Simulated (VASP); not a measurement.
# Ca (P6_3/mmc) in VASP: reference runs

Reference runs on Ca: the cell as given and a disturbed copy.

All numbers are computed with VASP 6.6.1; they aren't measurements. Logs are shortened: lines on timing, memory, paths and dates and some standing lists are left out, and cuts for length are marked.

### Step 1. Starting point

The structure is hexagonal, space group P6_3/mmc (No. 194). The conventional cell has a = 3.980 Å, b = 3.980 Å, c = 6.520 Å, α = 90.00°, β = 90.00°, γ = 120.00°. Ca (site symmetry -6m2) has 12 Ca at 3.98 to 3.99 Å as nearest neighbours.

This isn't the form of Ca at room conditions, which is fcc.

### Step 2. Single point, PBE

The input, INCAR:

```
SYSTEM = Ca
PREC = Accurate
ENCUT = 520
EDIFF = 1E-7
ISMEAR = -1
SIGMA = 0.05
LREAL = .FALSE.
LASPH = .TRUE.
NELM = 100
ALGO = Normal
ISIF = 2
LWAVE = .FALSE.
LCHARG = .FALSE.
GGA = PE
NBANDS = 17
```

The input, KPOINTS:

```
Automatic mesh
0
G
  8 8 4
  0 0 0
```

The input, POSCAR:

```
Ca
1.0
    3.9800000000      0.0000000000      0.0000000000
   -1.9900000000      3.4467811071      0.0000000000
    0.0000000000      0.0000000000      6.5200000000
Ca
2
Direct
    0.6666666667      0.3333333333      0.7500000000
    0.3333333333      0.6666666667      0.2500000000
```

Potentials or basis: VASP PAW PBE potentials, release 64 (Ca_sv).

Launch:

```bash
$ cat potpaw_PBE.64/Ca_sv/POTCAR > POTCAR
$ mpirun -np 1 vasp_std > vasp.out
```

OUTCAR:

```text
SYSTEM = Ca
   PREC = Accurate
   ENCUT = 520
   EDIFF = 1E-7
   ISMEAR = -1
   LREAL = .FALSE.
   LASPH = .TRUE.
   NELM = 100
   ISIF = 2
   GGA = PE

 ion  position               nearest neighbor table
   1  0.667  0.333  0.750-
   2  0.333  0.667  0.250-

  LATTYP: Found a hexagonal cell.
 ALAT       =     3.9800000000
 C/A-ratio  =     1.6381909548

  Lattice vectors:

 A1 = (   3.9800000000,   0.0000000000,   0.0000000000)
 A2 = (  -1.9900000000,   3.4467811071,   0.0000000000)
 A3 = (   0.0000000000,   0.0000000000,   6.5200000000)

Analysis of symmetry for initial positions (statically):
=====================================================================
 Subroutine PRICEL returns:
 Original cell was already a primitive cell.

 Routine SETGRP: Setting up the symmetry group for a
 hexagonal supercell.

 Subroutine GETGRP returns: Found 24 space group operations
 (whereof 12 operations were pure point group operations)
 out of a pool of 24 trial point group operations.

The static configuration has the point symmetry D_3d.
 The point group associated with its full space group is D_6h.

Analysis of symmetry for dynamics (positions and initial velocities):
=====================================================================
 Subroutine PRICEL returns:
 Original cell was already a primitive cell.

 Routine SETGRP: Setting up the symmetry group for a
 hexagonal supercell.

 Subroutine GETGRP returns: Found 24 space group operations
 (whereof 12 operations were pure point group operations)
 out of a pool of 24 trial point group operations.

The dynamic configuration has the point symmetry D_3d.
 The point group associated with its full space group is D_6h.

 Subroutine INISYM returns: Found 24 space group operations
 (whereof 12 operations are pure point group operations),
 and found     1 'primitive' translations

----------------------------------------------------------------------------------------

                                     Primitive cell

  volume of cell :      89.4426

  direct lattice vectors                    reciprocal lattice vectors
     3.980000000  0.000000000  0.000000000     0.251256281  0.145062882  0.000000000
    -1.990000000  3.446781107  0.000000000     0.000000000  0.290125763  0.000000000
     0.000000000  0.000000000  6.520000000     0.000000000  0.000000000  0.153374233

  length of vectors
     3.980000000  3.980000000  6.520000000     0.290125763  0.290125763  0.153374233

  position of ions in fractional coordinates (direct lattice)
     0.666666667  0.333333333  0.750000000
     0.333333333  0.666666667  0.250000000

  ion indices of the primitive-cell ions
   primitive index   ion index
                 1           1
                 2           2

----------------------------------------------------------------------------------------

 KPOINTS: Automatic mesh

Automatic generation of k-mesh.
 Grid dimensions read from file:
 generate k-points for:    8    8    4

 Generating k-lattice:

  Cartesian coordinates                     Fractional coordinates (reciprocal lattice)
     0.031407035  0.018132860  0.000000000     0.125000000  0.000000000  0.000000000
     0.000000000  0.036265720  0.000000000     0.000000000  0.125000000  0.000000000
     0.000000000  0.000000000  0.038343558     0.000000000  0.000000000  0.250000000

  Length of vectors
     0.036265720  0.036265720  0.038343558

  Shift w.r.t. Gamma in fractional coordinates (k-lattice)
     0.000000000  0.000000000  0.000000000

 Subroutine IBZKPT returns following result:
 ===========================================

 Found     30 irreducible k-points:

 Following reciprocal coordinates:
            Coordinates               Weight
  0.000000  0.000000  0.000000      1.000000
  0.125000 -0.000000  0.000000      6.000000
  0.250000 -0.000000  0.000000      6.000000
  0.375000  0.000000  0.000000      6.000000
  0.500000 -0.000000  0.000000      3.000000
  0.125000  0.125000  0.000000      6.000000
[... 22 lines left out ...]
  0.250000  0.250000  0.500000      6.000000
  0.375000  0.250000  0.500000      6.000000
   k-points           NKPTS =     30   k-points in BZ     NKDIM =     30   number of bands    NBANDS=     17
   number of dos      NEDOS =    301   number of ions     NIONS =      2
   total plane-waves  NPLWV =  43200
   dimension x,y,z NGX =    30 NGY =   30 NGZ =   48
   dimension x,y,z NGXF=    60 NGYF=   60 NGZF=   96
   ions per type =               2
   NGX,Y,Z   is equivalent  to a cutoff of  12.53, 12.53, 12.24 a.u.
   NGXF,Y,Z  is equivalent  to a cutoff of  25.06, 25.06, 24.48 a.u.
 SYSTEM =  Ca
   PREC   = accura    normal or accurate (medium, high low for compatibility)
   ISTART =      0    job   : 0-new  1-cont  2-samecut
   ICHARG =      2    charge: 1-file 2-atom 10-const
   ISPIN  =      1    spin polarized calculation?
   LNONCOLLINEAR =      F non collinear calculations
   LSORBIT =      F    spin-orbit coupling
   LASPH  =      T    aspherical Exc in radial PAW
   ENCUT  =  520.0 eV  38.22 Ry    6.18 a.u.   7.40  7.40 12.12*2*pi/ulx,y,z
   NELM   =    100;   NELMIN=  2; NELMDL= -5     # of ELM steps
   EDIFF  = 0.1E-06   stopping-criterion for ELM
   LREAL  =      F    real-space projection
   EDIFFG = 0.1E-05   stopping-criterion for IOM
   NSW    =      0    number of steps for IOM
   IBRION =     -1    ionic relax: 0-MD 1-quasi-New 2-CG
   NFREE  =      0    steps in history (QN), initial steepest desc. (CG)
   ISIF   =      2    stress and relaxation
   ISYM   =      2    0-nonsym 1-usesym 2-fastsym
   POTIM  = 0.5000    time-step for ionic-motion
   TEBEG  =    0.0;   TEEND  =   0.0 temperature during run
   PSTRESS=    0.0 pullay stress
   NELECT =      20.0000    total number of electrons
   NUPDOWN=      -1.0000    fix difference up-down
   EMIN   =  10.00;   EMAX   =-10.00  energy-range for DOS
   EFERMI =   0.00;   METHOD = LEGACY
   ISMEAR =    -1;   SIGMA  =   0.05  broadening in eV -4-tet -1-fermi 0-gaus
   EFERMI_NEDOS =   21; number of points for ismear=-14 and -15
   IALGO  =     38    algorithm
   IMIX   =      4    mixing-type and parameters
     AMIX     =   0.40;   BMIX     =  1.00
     AMIX_MAG =   1.60;   BMIX_MAG =  1.00
  volume/ion in A,a.u.               =      44.72       301.79
  Fermi-wavevector in a.u.,A,eV,Ry     =   0.993657  1.877740 13.433783  0.987355
  Thomas-Fermi vector in A             =   2.125555
   LORBIT       =      0    0 simple, 1 ext, 2 COOP (PROOUT), +10 PAW based schemes
   GGA     = PE    functional components
   LHFCALC =     F    Hartree Fock is set to
   AEXX    =    0.0000 exact exchange contribution
   IVDW    =     0    specifies the selected vdW correction
   LEPSILON=     F    determine dielectric tensor
   LRPA    =     F    only Hartree local field effects (RPA)
 non-spin polarized calculation
  energy-cutoff  :      520.00
  volume of cell :       89.44
 maximum number of plane-waves:      2436
 NGX is ok and might be reduce to    30

 number of electron      20.0000006 magnetization

 Free energy of the ion-electron system (eV)
  ---------------------------------------------------
  ext. energy  EPLUGINS =         0.00000000
  ---------------------------------------------------
  free energy    TOTEN  =        -3.85337832 eV

  energy without entropy =       -3.83692366  energy(sigma->0) =       -3.84515099

 E-fermi :   1.7694     XC(G=0):  -7.5581

 val. band max:        1.6848496122   @ k =   0.3750   0.2500   0.5000
 cond. band min:       1.8163886232   @ k =   0.2500   0.1250   0.0000
 fundamental gap:      0.1315390110
 Fermi energy:         1.7693971785

 k-point     1 :       0.0000    0.0000    0.0000
  band No.  band energies     occupation
      1     -40.4101      2.00000
      2     -40.3999      2.00000
      3     -21.4370      2.00000
      4     -21.3517      2.00000
      5     -21.3517      2.00000
      6     -21.3364      2.00000
[... 9 lines left out ...]
     16       4.2692      0.00000
     17       4.6425      0.00000

 k-point     2 :       0.1250   -0.0000    0.0000
  band No.  band energies     occupation
      1     -40.4087      2.00000
      2     -40.3993      2.00000
      3     -21.4316      2.00000
      4     -21.3642      2.00000
      5     -21.3556      2.00000
      6     -21.3492      2.00000
[... 9 lines left out ...]
     16       4.3996      0.00000
     17       4.4378      0.00000

 k-point     3 :       0.2500   -0.0000    0.0000
  band No.  band energies     occupation
      1     -40.4053      2.00000
      2     -40.3978      2.00000
      3     -21.4171      2.00000
      4     -21.3944      2.00000
      5     -21.3795      2.00000
      6     -21.3648      2.00000
[... 9 lines left out ...]
     16       4.5738      0.00000
     17       4.6061      0.00000

 k-point     4 :       0.3750    0.0000    0.0000
  band No.  band energies     occupation
      1     -40.4016      2.00000
      2     -40.3966      2.00000
      3     -21.4249      2.00000
      4     -21.4090      2.00000
      5     -21.3990      2.00000
      6     -21.3737      2.00000
[... 9 lines left out ...]
     16       5.0734      0.00000
     17       5.2903      0.00000
[... 463 lines left out ...]
      1     -40.3981      2.00000
      2     -40.3981      2.00000
      3     -21.4351      2.00000
      4     -21.4351      2.00000
      5     -21.3756      2.00000
      6     -21.3756      2.00000
[... 9 lines left out ...]
     16       4.4368      0.00000
     17       5.4672      0.00000

 k-point    29 :       0.2500    0.2500    0.5000
  band No.  band energies     occupation
      1     -40.3981      2.00000
      2     -40.3981      2.00000
      3     -21.4263      2.00000
      4     -21.4263      2.00000
      5     -21.3861      2.00000
      6     -21.3861      2.00000
[... 9 lines left out ...]
     16       4.3361      0.00000
     17       5.4425      0.00000

 k-point    30 :       0.3750    0.2500    0.5000
  band No.  band energies     occupation
      1     -40.3974      2.00000
      2     -40.3974      2.00000
      3     -21.4271      2.00000
      4     -21.4271      2.00000
      5     -21.3961      2.00000
      6     -21.3961      2.00000
[... 9 lines left out ...]
     16       4.4060      0.00000
     17       5.4528      0.00000

------------------------ aborting loop because EDIFF is reached ----------------------------------------

  FORCE on cell =-STRESS in cart. coord.  units (eV):
  Direction    XX          YY          ZZ          XY          YZ          ZX
  --------------------------------------------------------------------------------------
  -------------------------------------------------------------------------------------
  Total       -0.5131214     -0.5131214     -0.3713509      0.0000000     -0.0000000      0.0000000
  in kB       -9.1914995     -9.1914995     -6.6519761      0.0000000     -0.0000000      0.0000000
  external PRESSURE =      -8.3449917 kB  Pullay stress =       0.0000000 kB

 VOLUME and BASIS-vectors are now :
 -----------------------------------------------------------------------------
  energy-cutoff  :      520.00
  volume of cell :       89.44
      direct lattice vectors                 reciprocal lattice vectors
     3.980000000  0.000000000  0.000000000     0.251256281  0.145062882  0.000000000
    -1.990000000  3.446781107  0.000000000     0.000000000  0.290125763  0.000000000
     0.000000000  0.000000000  6.520000000     0.000000000  0.000000000  0.153374233

 POSITION                                       TOTAL-FORCE (eV/Angst)
 -----------------------------------------------------------------------------------
      1.99000      1.14893      4.89000         0.000000     -0.000000      0.000000
     -0.00000      2.29785      1.63000        -0.000000      0.000000      0.000000
 -----------------------------------------------------------------------------------
    total drift:                                0.000000     -0.000000      0.000000

  FREE ENERGIE OF THE ION-ELECTRON SYSTEM (eV)
  ---------------------------------------------------
  free  energy   TOTEN  =        -3.8533783193 eV

  energy  without entropy=       -3.8369236612  energy(sigma->0) =       -3.84515099
```

It took 29 s on 1 thread of Intel Xeon Platinum 8488C (Sapphire Rapids), shared host; peak memory 0.2 GiB.

Results:

```
Free energy            : -3.8534 eV
Pressure               : -0.8 GPa
Band gap on the k mesh : none (metal or under the smearing width)
```

Stress tensor (GPa, compression positive):
```
-0.92  0.00  0.00
 0.00 -0.92  0.00
 0.00  0.00 -0.67
```

### Step 3. Single point, PBE (atoms moved at random, drawn with an rms of 0.05 Å)

The input, INCAR:

```
PREC = Accurate
ENCUT = 520
EDIFF = 1E-7
ISMEAR = -1
SIGMA = 0.05
LREAL = F
LASPH = T
NELM = 100
ALGO = Normal
ISIF = 2
LWAVE = F
LCHARG = F
GGA = PE
NBANDS = 17
```

The input, KPOINTS:

```
regular mesh
0
Gamma
  8 8 4
```

The input, POSCAR:

```
Ca
1.0
    3.9800000000      0.0000000000      0.0000000000
   -1.9900000000      3.4467811071      0.0000000000
    0.0000000000      0.0000000000      6.5200000000
Ca
2
Direct
    0.6720980000      0.3383160000      0.7552640000
    0.3334150000      0.6718980000      0.2481570000
```

Potentials or basis: VASP PAW PBE potentials, release 64 (Ca_sv).

Launch:

```bash
$ cat potpaw_PBE.64/Ca_sv/POTCAR > POTCAR
$ mpirun -np 1 vasp_std > vasp.out
```

Wall time 2.7 min (1 thread of Intel Xeon Platinum 8488C (Sapphire Rapids), shared host); peak memory 0.31 GiB.

Results (log left out):

```yaml
Free_energy: -3.8518 eV
Pressure: -0.8 GPa
Largest_force: 0.064 eV/Å
Band_gap_on_the_k_mesh: none (metal or under the smearing width)
```

Forces on the atoms (eV/Å):
```
Ca  -0.008  0.000 -0.063
Ca   0.008  0.000  0.063
```

Stress tensor (GPa, compression positive):
```
-0.92  0.03  0.00
 0.03 -0.91  0.00
 0.00  0.00 -0.65
```

Levels at points of the mesh, in eV from the Fermi level:
| k point | band 6 | band 7 | band 8 | band 9 | band 10 | band 11 | band 12 | band 13 | band 14 | band 15 |
| --- | --- | --- | --- | --- | --- | --- | --- | --- | --- | --- |
| (0.00, 0.00, 0.00) | -23.11 | -23.11 | -23.10 | -3.96 | -1.02 | -0.24 | 2.20 | 2.21 | 2.22 | 2.49 |
| (0.50, 0.00, 0.00) | -23.15 | -23.12 | -23.12 | -1.10 | -0.71 | 0.26 | 0.40 | 1.30 | 1.83 | 2.14 |
| (0.00, 0.50, 0.00) | -23.15 | -23.12 | -23.12 | -1.11 | -0.70 | 0.26 | 0.40 | 1.32 | 1.84 | 2.14 |
| (0.50, 0.50, 0.00) | -23.15 | -23.12 | -23.12 | -1.12 | -0.70 | 0.25 | 0.39 | 1.34 | 1.85 | 2.13 |
| (0.00, 0.00, 0.50) | -23.11 | -23.11 | -23.11 | -3.01 | -2.96 | 1.30 | 1.42 | 2.20 | 2.20 | 2.20 |
| (0.50, 0.00, 0.50) | -23.13 | -23.13 | -23.13 | -0.66 | -0.66 | 0.07 | 0.07 | 1.38 | 1.45 | 2.72 |
| (0.00, 0.50, 0.50) | -23.13 | -23.13 | -23.13 | -0.66 | -0.66 | 0.06 | 0.06 | 1.39 | 1.46 | 2.72 |
| (0.50, 0.50, 0.50) | -23.13 | -23.13 | -23.13 | -0.65 | -0.65 | 0.05 | 0.05 | 1.40 | 1.47 | 2.72 |
